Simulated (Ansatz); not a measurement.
# Mo: one crystal by all-electron and frozen-core methods

The same cell of Mo is computed with full-potential LAPW, PAW on the default files and datasets made for this crystal, to set the results side by side.

This is Mo in the diamond structure; at room conditions it is bcc.

Method: DFT PBE, scalar-relativistic, in Ansatz 0.2.0.

1 further run of the same task is left out (set aside as unsound or not needed).

## 1. Starting point

Symmetry: Fd-3m, No. 227, cubic system. The conventional cell has a = 5.688 Å, b = 5.688 Å, c = 5.688 Å, α = 90.00°, β = 90.00°, γ = 90.00°. Mo (site symmetry -43m) is surrounded by 4 Mo at 2.46 Å.

Structure file:

```cif
data_structure
_symmetry_space_group_name_H-M 'P 1'
_symmetry_Int_Tables_number 1
_cell_length_a 4.0221
_cell_length_b 4.0221
_cell_length_c 4.0221
_cell_angle_alpha 60.000
_cell_angle_beta 60.000
_cell_angle_gamma 60.000
_cell_volume 46.01
loop_
_atom_site_label
_atom_site_type_symbol
_atom_site_fract_x
_atom_site_fract_y
_atom_site_fract_z
_atom_site_occupancy
Mo1 Mo 0.00000 0.00000 0.00000 1
Mo2 Mo 0.25000 0.25000 0.25000 1
```

The structure (diamond type) was typed from a prototype and relaxed by PAW; whether it is the ground state wasn't tested.

Atoms are numbered in the order of the input: Mo1, Mo2.

## 2. Full-potential LAPW

Input file input.yaml:

```yaml
crystal:
  lattice:
    - [0.0, 2.8440351594, 2.8440351594]
    - [2.8440351594, 0.0, 2.8440351594]
    - [2.8440351594, 2.8440351594, 0.0]
  atoms:
    - { symbol: Mo, position: [0.0, 0.0, 0.0] }
    - { symbol: Mo, position: [0.25, 0.25, 0.25] }
kpoints:
  mp_grid: { grid: [11, 11, 11] }
  band_path:
    path:
      - [0.0, 0.0, 0.0]
      - [0.5, 0.0, 0.5]
      - [0.625, 0.25, 0.625]
      - [0.375, 0.375, 0.75]
      - [0.0, 0.0, 0.0]
      - [0.5, 0.5, 0.5]
      - [0.5, 0.25, 0.75]
      - [0.5, 0.0, 0.5]
    npoints: 8
scf:
  occupations: { method: fermi_dirac, width: 0.05 }
hamiltonian:
  xc: pbe
  pseudopotentials: { kind: all_electron, lapw: { basis_error: 0.00025 } }
output:
  forces: true
  stress: true
  eigenvalues: true
  populations: true
  dos: { projected: true, de: 0.2, e_range: [-14, 8] }
```

What it wrote:

```text
Mo: projections on atomic orbitals take those of the free atom 1s2 2s2 2p6 3s2 3p6 3d10 4s2 4p6 4d5 5s1, of charge +0.00 (hamiltonian.pseudopotentials.projection_atoms)
LAPW: plane waves up to 9.658 Å⁻¹, error target 2.5e-4 eV per atom; small_component_spin mean_spin; Mo in spheres of 1.232 Å, 32 of its electrons in bands, Dirac shells []
Engine: ansatz 0.2.0
Pseudopotentials: kind: all_electron
Pseudopotential: Mo, LAPW, valence charge 32, Koelling and Harmon's equation, gaussian nucleus
Functional definition: PBE
  parameter kappa = 0.804
  parameter beta = 0.06672455060314922
  exchange = pbe_x(kappa = kappa, mu = beta*pi^2/3)
  correlation = pbe_c(beta = beta)
Crystal: 2 atoms, lattice volume = 46.008 Å³
Basis set: ecut = 355.4139312317007 eV, 725 PW (Γ), exchange–correlation at level 2
Bands: 39, of which v1, the nominal top of the filled ones, is band 32 counted from 1 (31 counted from 0)
Symmetry: 48 space group operations
Space group: Fd-3m (ITA 227), of the structure as read, at distance tolerance 3.6e-5 Å
k-points: 56 of 1331
Non-local potential: Mo, projectors of the file, none
Initial density: superposition of atomic densities (chi_scale 0.1, normalization cell)
Initial wavefunctions: plane waves of lowest kinetic energy (no species holds an atomic orbital)
Functional: x = pbe(κ = 0.804, μ = 0.2195149727645171), c = pbe(β = 0.06672455060314922)
iter 1 solved again at ethr=4.43e-4 eV; its pass at ethr=1.00e-1 eV (dr2=2.83e-1 eV) is discarded
SCF iter   1: F=—  HF=-220351.442816 eV  |F-HF|=—  |Δ(HF+E_count)|=         —  Δρ=3.57e-2  dr2=2.84e-1  ethr=4.43e-4  ⟨swp⟩=2.8  Hψ=13429  notcnv=0
preconditioner: auto → LDOS  [metal: Δε(μ)=0.015 eV  Ē_g=5.497 eV  σ=0.050 eV  W_gap=0.07  n_scr=14 (ndim 8)  ℏωp=19.0 eV  f_vac=0.124  D(μ)=2.96/eV (n_scr^D=26)  β→1.0]
iter 2 solved again at ethr=8.06e-6 eV; its pass at ethr=4.43e-4 eV (dr2=5.16e-3 eV) is discarded
SCF iter   2: F=—  HF=-220351.265487 eV  |F-HF|=—  |Δ(HF+E_count)|=   1.77e-1  Δρ=5.21e-3  dr2=5.15e-3  ethr=8.06e-6  ⟨swp⟩=2.0  Hψ=11305  notcnv=0
SCF iter   3: F=—  HF=-220351.239061 eV  |F-HF|=—  |Δ(HF+E_count)|=   2.64e-2  Δρ=2.22e-3  dr2=9.91e-4  ethr=8.05e-6  ⟨swp⟩=3.0  Hψ=7214  notcnv=0
SCF iter   4: F=—  HF=-220351.235960 eV  |F-HF|=—  |Δ(HF+E_count)|=         —  Δρ=5.87e-4  dr2=7.47e-5  ethr=1.55e-6  ⟨swp⟩=2.0  Hψ=6486  notcnv=0
the basis was enlarged: its passes take 1.1 MiB over the memory plan, 1 of 1 planned eigensolver slots
SCF iter   5: F=—  HF=-220351.235953 eV  |F-HF|=—  |Δ(HF+E_count)|=   6.50e-6  Δρ=1.42e-4  dr2=6.37e-6  ethr=1.17e-7  ⟨swp⟩=3.0  Hψ=6634  notcnv=0
SCF iter   6: F=—  HF=-220351.235959 eV  |F-HF|=—  |Δ(HF+E_count)|=   5.81e-6  Δρ=3.07e-5  dr2=6.66e-7  ethr=9.96e-9  ⟨swp⟩=3.0  Hψ=6829  notcnv=0
SCF iter   7: F=-220351.235959 eV  HF=-220351.235959 eV  |F-HF|=2.71e-9  |Δ(HF+E_count)|=   1.28e-7  Δρ=1.00e-5  dr2=8.77e-8  ethr=1.04e-9  ⟨swp⟩=2.8  Hψ=6546  notcnv=0
SCF 1 converged in 7 iterations: F = -220351.235959 eV  dr2 = 8.77e-8
NSCF: frozen V_eff on 57 k-points
SCF converged after 7 iterations
Free energy (F): -220351.235959 eV
Harris-Foulkes:  -220351.235959 eV  (|F-HF|=2.71e-9)
Internal energy: -220351.213248 eV  (E = F + TS)
E sigma→0 (E₀):  -220351.224604 eV
Entropy (-TS):   -0.022711 eV (-11.355 meV/atom)
Fermi energy:    14.275579 eV
--- Per-component energies (eV) ---
  E_band       = -10480.513117
  E_kinetic    = 228350.922144
  E_xc         = -6741.164744
  E_electrostatic = -441960.970648  (all electrons and nuclei)
  E_smearing   = -0.022711  (= −TS)
  E_closure    = 0.000000  (closes the sum)
  E_atoms      = -220333.846449  (free atoms, spherical and without spin; not in F)
  Σ components = -220351.235959   (vs F -220351.235959, Δ=0.00e0)
  Basis errors (estimates in eV, not in F): energy 9.9e-5 per atom: plane waves 8.9e-5 (5.4e-5 summed), levels above the bands 3.1e-49, relativity 1.5e-8, radial functions 9.6e-6, core shells 7.7e-11; eigenvalues (radial functions only) 2.2e-7; not estimated: angular momenta, meshes, grids; target (lapw.basis_error) 2.5e-4; muffin-tin radii Mo 1.232 Å
--- Forces (eV/Å), atoms counted from 1 ---
  atom   1  Mo    -0.00000000     0.00000000    -0.00000000
  atom   2  Mo     0.00000000     0.00000000    -0.00000000
  max |Σ_I F_I| component: 1.48e-16 eV/Å
--- Stress (GPa, compression-positive) ---
       -0.010446       0.000000       0.000000
        0.000000      -0.010446       0.000000
        0.000000       0.000000      -0.010446
  P = ⅓ Tr σ = -0.0104 GPa (-0.104 kbar)
--- Band table (eV; the first three rows and the last of 56) ---
  k-point 0: bands = ["-457.8712", "-457.8712", "-360.5755", "-360.5755", "-360.5755", "-360.5755", "-360.5755", "-360.5755", "-202.4563", "-202.4563", "-202.4563", "-202.4563", "-202.4365", "-202.4365", "-202.4365", "-202.4364", "-202.4364", "-202.4364", "-46.1797", "-45.5008", "-20.5742", "-20.5742", "-20.5742", "-19.4702", "-19.4702", "-19.4702", "9.4894", "12.0716", "12.0716", "12.9363", "12.9363", "12.9363", "15.5749", "15.5749", "15.5749", "18.6185", "18.6185", "25.6277", "26.3602"]
  k-point 1: bands = ["-457.8712", "-457.8712", "-360.5755", "-360.5755", "-360.5755", "-360.5755", "-360.5755", "-360.5755", "-202.4563", "-202.4563", "-202.4563", "-202.4563", "-202.4365", "-202.4365", "-202.4365", "-202.4364", "-202.4364", "-202.4364", "-46.1698", "-45.5114", "-20.5856", "-20.5856", "-20.5734", "-19.4710", "-19.4578", "-19.4578", "9.6370", "11.9976", "11.9976", "12.9269", "13.0713", "13.0713", "15.3812", "15.5464", "15.5464", "18.6017", "18.6017", "24.9204", "26.4137"]
  k-point 2: bands = ["-457.8712", "-457.8712", "-360.5755", "-360.5755", "-360.5755", "-360.5755", "-360.5755", "-360.5755", "-202.4563", "-202.4563", "-202.4563", "-202.4563", "-202.4365", "-202.4365", "-202.4365", "-202.4364", "-202.4364", "-202.4364", "-46.1414", "-45.5416", "-20.6150", "-20.6150", "-20.5717", "-19.4724", "-19.4258", "-19.4258", "10.0547", "11.9034", "11.9034", "12.9197", "13.2831", "13.2831", "14.8952", "15.5367", "15.5367", "18.5401", "18.5401", "24.0919", "25.0290"]
  k-point 55: bands = ["-457.8712", "-457.8712", "-360.5755", "-360.5755", "-360.5755", "-360.5755", "-360.5755", "-360.5755", "-202.4563", "-202.4563", "-202.4563", "-202.4563", "-202.4365", "-202.4365", "-202.4364", "-202.4364", "-202.4364", "-202.4364", "-45.8776", "-45.8144", "-20.8505", "-20.8197", "-20.0998", "-19.9396", "-19.2077", "-19.1802", "11.1111", "11.2505", "12.9766", "13.3112", "13.9683", "14.3614", "14.4948", "14.6532", "18.1407", "18.4439", "18.6203", "18.8727", "19.3180"]
--- Löwdin populations: 2 sites ---
  site symbol       q [e]
     0     Mo     41.9774
     1     Mo     41.9774
  spilling = 0.000538 (of n_electrons = 84.000000)
```

Wall time 36 s (1 thread, shared host).

In short: pressure -0.01 GPa; no gap.

At the corners of the path (eV, zero at the Fermi level):

| point | band 29 | band 30 | band 31 | band 32 | band 33 | band 34 | band 35 |
| --- | --- | --- | --- | --- | --- | --- | --- |
| Γ | -2.20 | -1.34 | -1.34 | -1.34 | 1.30 | 1.30 | 1.30 |
| X | -1.54 | -1.54 | -0.03 | -0.03 | 0.57 | 0.57 | 3.94 |
| U | -1.94 | -0.95 | -0.34 | 0.26 | 0.41 | 0.52 | 3.20 |
| K | -1.94 | -0.95 | -0.34 | 0.26 | 0.41 | 0.52 | 3.20 |
| Γ | -2.20 | -1.34 | -1.34 | -1.34 | 1.30 | 1.30 | 1.30 |
| L | -1.95 | -1.95 | -1.59 | -1.59 | 0.34 | 2.27 | 2.27 |
| W | -1.08 | -1.08 | -0.05 | -0.05 | 0.20 | 0.20 | 4.42 |
| X | -1.54 | -1.54 | -0.03 | -0.03 | 0.57 | 0.57 | 3.94 |

States per cell in windows of 1 eV (zero at the Fermi level; grid of 0.20 eV, so sharp peaks spill over the borders):

| from | to | total | Mo 4d | Mo 5s |
| --- | --- | --- | --- | --- |
| -5 | -4 | 0.08 | 0.00 | 0.07 |
| -4 | -3 | 1.00 | 0.69 | 0.29 |
| -3 | -2 | 3.08 | 2.74 | 0.31 |
| -2 | -1 | 4.54 | 4.02 | 0.46 |
| -1 | 0 | 3.07 | 2.73 | 0.28 |
| 0 | 1 | 2.47 | 2.03 | 0.32 |
| 1 | 2 | 1.99 | 1.82 | 0.07 |
| 2 | 3 | 1.54 | 1.16 | 0.23 |
| 3 | 4 | 2.00 | 1.64 | 0.18 |
| 4 | 5 | 2.71 | 2.25 | 0.32 |

## 3. PAW on the default files

Edit input.yaml of step 2 so:

```diff
@@ -25,3 +25,3 @@
   xc: pbe
-  pseudopotentials: { kind: all_electron, lapw: { basis_error: 0.00025 } }
+  pseudopotentials: { kind: paw }
 output:
@@ -30,3 +30,5 @@
   eigenvalues: true
+  efg: { contact_densities: true }
   populations: true
+  bader: true
   dos: { projected: true, de: 0.2, e_range: [-14, 8] }
```

What it wrote, shortened:

```text
Mo: output.efg is read without spin–orbit coupling, which moves field gradients at and beside such atoms by some per cent and up to a factor of two; PAW files take it under magnetization.noncollinear and magnetization.spin_orbit
[...]
Pseudopotentials: kind: paw
Pseudopotential: Mo, paw, valence charge 14, recommended cutoff 420 eV (normal)
[... 1 set-up line as earlier in the session ...]
[...]
Crystal: 2 atoms, lattice volume = 46.008 Å³
Basis set: ecut = 420 eV, 893 PW (Γ), exchange–correlation on 54×54×54 points (8 copies of the dense FFT grid, shifted against one another)
Bands: 18, of which v1, the nominal top of the filled ones, is band 14 counted from 1 (13 counted from 0)
[... 2 set-up lines as earlier in the session ...]
k-points: 56 of 1331
[...]
--- PAW observables at the nuclei: V_zz in 10²¹ V/m², potentials from the cell's mean, atoms counted from 1 ---
  atom   1  Mo V_zz =    -0.000000   η = 0.0000   by run symmetry: forbidden
            electrostatic potential = -6354.593087 V   contact ρ = 595287.938708 e/Å³
  atom   2  Mo V_zz =    -0.000000   η = 0.0000   by run symmetry: forbidden
            electrostatic potential = -6354.593087 V   contact ρ = 595287.938708 e/Å³
--- Band table (eV; the first three rows and the last of 56) ---
  k-point 0: bands = ["-47.7726", "-47.0935", "-22.1687", "-22.1687", "-22.1687", "-21.0647", "-21.0647", "-21.0647", "7.8962", "10.4769", "10.4769", "11.3424", "11.3424", "11.3424", "13.9786", "13.9786", "13.9786", "17.0222"]
[...]
--- Löwdin populations: 2 sites ---
  site symbol       q [e]
     0     Mo     13.9761
     1     Mo     13.9761
  spilling = 0.001708 (of n_electrons = 28.000000)
--- Bader charges: 2 sites ---
  site symbol  charge [e]  shift [e]
     0     Mo      0.0000     0.0000
     1     Mo      0.0000     0.0000
  estimated error of the sums over rays = 1.1e-4 e
```

Run time: 23 s. Hardware: 1 thread, shared host.

This run gives: pressure -0.01 GPa; no gap.

| atom | Bader charge (e) | basin volume (Å³) |
| --- | --- | --- |
| Mo1 | +0.00 | 23.00 |

## 4. Datasets made for this crystal

Edit input.yaml of step 3 so:

```diff
@@ -25,3 +25,3 @@
   xc: pbe
-  pseudopotentials: { kind: paw }
+  pseudopotentials: { kind: all_electron, datasets: crystal }
 output:
@@ -31,4 +31 @@
   efg: { contact_densities: true }
-  populations: true
-  bader: true
-  dos: { projected: true, de: 0.2, e_range: [-14, 8] }
```

What it wrote, shortened:

```text
[...]
band count auto-derived: 21 (N_el = 28.0; filled up to band 14; 18 by the electrons, moments and atoms)
Mo: output.efg is read without spin–orbit coupling, which moves field gradients at and beside such atoms by some per cent and up to a factor of two; PAW files take it under magnetization.noncollinear and magnetization.spin_orbit
[...]
[... 1 set-up line as earlier in the session ...]
Pseudopotential: Mo, paw, valence charge 14, recommended cutoff 320 eV (normal), Koelling and Harmon's equation, gaussian nucleus
[... 1 set-up line as earlier in the session ...]
[...]
Crystal: 2 atoms, lattice volume = 46.008 Å³
Basis set: ecut = 320 eV, 609 PW (Γ), exchange–correlation on 48×48×48 points (8 copies of the dense FFT grid, shifted against one another)
Bands: 21, of which v1, the nominal top of the filled ones, is band 14 counted from 1 (13 counted from 0)
[... 1 set-up line as earlier in the session ...]
[...]
  atom   1  Mo    -0.00000000     0.00000000    -0.00000000
  atom   2  Mo    -0.00000000     0.00000000    -0.00000000
[...]
--- Stress (GPa, compression-positive) ---
       -0.006606       0.000000      -0.000000
        0.000000      -0.006606       0.000000
       -0.000000       0.000000      -0.006606
  P = ⅓ Tr σ = -0.0066 GPa (-0.066 kbar)
--- PAW observables at the nuclei: V_zz in 10²¹ V/m², potentials from the cell's mean, atoms counted from 1 ---
  atom   1  Mo V_zz =    -0.000000   η = 0.0000   by run symmetry: forbidden
            electrostatic potential = -6354.662162 V   contact ρ = 595342.079944 e/Å³
  atom   2  Mo V_zz =    -0.000000   η = 0.0000   by run symmetry: forbidden
            electrostatic potential = -6354.662162 V   contact ρ = 595342.079944 e/Å³
--- Band table (eV; the first three rows and the last of 56) ---
  k-point 0: bands = ["-46.1797", "-45.5008", "-20.5742", "-20.5742", "-20.5742", "-19.4702", "-19.4702", "-19.4702", "9.4894", "12.0716", "12.0716", "12.9363", "12.9363", "12.9363", "15.5748", "15.5748", "15.5748", "18.6185", "18.6185"]
[...]
```

Wall time 11 s (1 thread, shared host).

Result: pressure -0.01 GPa; no gap.

| atom | contact density (e/Å³) |
| --- | --- |
| Mo1 | 595342.1 |

## 5. The methods compared

```
          method  pressure (GPa)  SCF cycles, all passes
            LAPW           -0.01                       7
             PAW           -0.01                       6
crystal datasets           -0.01                       9
```

## 6. Results

| quantity | value |
| --- | --- |
| pressure | LAPW -0.01, PAW -0.01, crystal datasets -0.01 GPa |
| gap (LAPW) | none |
| Bader charges (PAW) | Mo1 +0.00 e |

What this shows: The pressure is within half a GPa of zero, so the volume is close to equilibrium at this level. Bands cross the Fermi level: the crystal is a metal at this level. Mo 4d carries the largest share, 87 %, of the projected states within 0.3 eV of the Fermi level. The projection holds only the free atom's occupied shells (Mo 5s, Mo 4d in this range). In pressure, PAW differs from LAPW by less than 0.01 GPa. The price, with the outputs that each input asks for: 36 s for LAPW against 23 s for PAW, about 1.6 to one.
